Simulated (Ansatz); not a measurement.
The system is Li2O.

```
CELL_PARAMETERS angstrom
0.00000 2.32685 2.32685
2.32685 0.00000 2.32685
2.32685 2.32685 0.00000
ATOMIC_POSITIONS crystal
O 0.00000 0.00000 0.00000
Li 0.25000 0.25000 0.25000
Li 0.75000 0.75000 0.75000
```

The cell comes from a database or a generator and needn't be the stable form of this composition.

Base run:

- Program: Ansatz 0.2.0
- Functional: LDA
- Potentials or basis: Ansatz PAW
- Cutoff: 420 eV (not typed: the program's choice for these potentials)
- k mesh: 10 × 10 × 10
- Occupations: fermi-dirac, width 0.05 eV
- Spin: no spin polarisation

Its results: band gap on the k mesh 4.77 eV, indirect (least direct gap 5.08 eV); pressure -8.0 GPa.

Q: After a change of settings the same cell gave: band gap on the k mesh 5.06 eV, indirect (least direct gap 5.18 eV); pressure 1.5 GPa. Which change was it?
A. functional from LDA to revPBE
B. functional from LDA to BLYP
C. functional from LDA to PBEsol

A: A.

revPBE binds less tightly than LDA, so the same cell stands under more pressure.

Caveats: the PAW data sets come from PBE, with cores solved anew for the run's functional, which leaves a small shift of forces and pressure.

Runs at the PBE level aren't shown here.
